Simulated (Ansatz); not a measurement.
Consider BaSnO3 in the cubic perovskite structure (space group Pm-3m, No. 221; a = 4.131 Å). Axes: x, y, z lie along the cube axes.

Level of theory: r2SCAN (Ansatz, a program for electronic structure, PAW, no spin-orbit coupling).

For the base:

- Shortest interatomic distance = 2.066 Å
- Pressure = 0.00 GPa

Now apply this change: biaxial strain −3.56 %, plane normal [001], relaxed out of plane (Cartesian); in-plane vectors clamped, the third vector and the atoms free.

Q: How does this affect the ratio −ε⊥/ε∥, shortest interatomic distance and pressure?

A: The ratio −ε⊥/ε∥ is 0.70; the shortest interatomic distance drops by 0.074 Å (2.066 Å → 1.992 Å); the pressure (mean of the normal stresses, compression positive) goes from zero to 9.42 GPa.

No phonon test of stability was made.
